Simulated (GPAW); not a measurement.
Runs of GPAW 26.7.0 on Bi. Symmetry: C2/m, No. 12, monoclinic system. Conventional cell: a = 6.977 Å, b = 6.265 Å, c = 3.359 Å, α = 90.00°, β = 112.04°, γ = 90.00°. Around Bi (site symmetry m) lie 6 Bi at 3.21 to 3.45 Å. This isn't the form of Bi at room conditions, which is rhombohedral.

```tsv
task	level	potentials or basis	cell	k mesh	band path	band points	gap on the mesh (eV)	pressure (GPa)	largest force (eV/Å)
band structure	LDA	the program's PAW data sets (release 1.2.1) made for this functional, pw	as given	4 × 4 × 6	GYFHZIF1,H1Y1XGN,MG	60	-	-3.8	(b)
band structure	PBEsol	PAW data sets generated in the run's folder for this functional, pw	as given	4 × 4 × 6	GYFHZIF1,H1Y1XGN,MG	60	-	-2.6	0.13
single point	PBEsol	PAW data sets generated in the run's folder for this functional, pw	as given	6 × 6 × 9	-	-	none	(a)	0.06
single point	PBEsol	PAW data sets generated in the run's folder for this functional, pw	atoms moved at random, drawn with an rms of 0.05 Å	6 × 6 × 9	-	-	none	-2.6	0.11
```

Alike in all rows: no spin polarisation; cutoff (eV) 600; smearing fermi-dirac 0.05 eV.

Q: Estimate the missing entries.

A: (a) -2.5; (b) 0.16.

Caveats: spin-orbit coupling is left out, which moves the levels of the heavy elements.

A k mesh can miss the band edges, and the runs leave out spin-orbit coupling on Bi.

A gap of «none» marks a metal or a gap under the smearing width.
